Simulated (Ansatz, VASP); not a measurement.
# In: VASP beside Ansatz

Contents of INCAR:

```
PREC = Accurate ; ENCUT = 600
EDIFF = 1E-6 ; ISMEAR = 0
SIGMA = 0.1 ; LREAL = F
LASPH = T ; NELM = 100
ALGO = Normal ; ISIF = 3
LWAVE = F ; LCHARG = F
GGA = PE ; IBRION = 2
NSW = 100 ; EDIFFG = -0.005
```

The input KPOINTS:

```
regular mesh
0
Gamma
  16 16 16
```

The input POSCAR:

```
In
1.0
   -1.8825252400      1.8825252400      1.8825252400
    1.8825252400     -1.8825252400      1.8825252400
    1.8825252400      1.8825252400     -1.8825252400
In
1
Direct
    0.0000000000      0.0000000000      0.0000000000
```

Input for Ansatz:

```yaml
crystal:
  lattice:
    - [-1.88252524, 1.88252524, 1.88252524]
    - [1.88252524, -1.88252524, 1.88252524]
    - [1.88252524, 1.88252524, -1.88252524]
  atoms:
    - { symbol: In, position: [0.0, 0.0, 0.0] }
basis:
  ecutwfc: 420
kpoints:
  mp_grid: { grid: [16, 16, 16] }
hamiltonian:
  xc: pbe
scf:
  occupations: { method: gaussian, width: 0.1 }
output:
  forces: true
  stress: true
  eigenvalues: true
relax:
  adjacent_minimum: "off"
  f_tol: 0.005
  max_steps: 80
  cell: { stress_tol: 0.05 }
```

This isn't the form of In at room conditions, which is tetragonal.

Alike in both runs: task relaxation of cell and atoms; functional PBE; k mesh 16 × 16 × 16; occupations gaussian, width 0.1 eV; no spin polarisation.

```csv
,VASP,Ansatz
version,VASP 6.6.1,Ansatz 0.2.0
potentials or method,"VASP PAW PBE potentials, release 64 (In_d)","scalar-relativistic, plane waves, PAW"
plane-wave cutoff (eV),600,420
valence electrons in the cell,13,13
```

```csv
,VASP,Ansatz,Ansatz less VASP
"gap on the k mesh at the Fermi level, each at its own relaxed structure (eV)",none,none,-
relaxed volume (Å³/atom),27.87,27.86,-0.018
relaxed cell length with the largest relative difference (Å),3.308,3.308,-0.0007
energy change over the relaxation (meV/atom),-6,-6,+0.1
```

A gap of «none» marks a metal or a gap that the smearing closes.
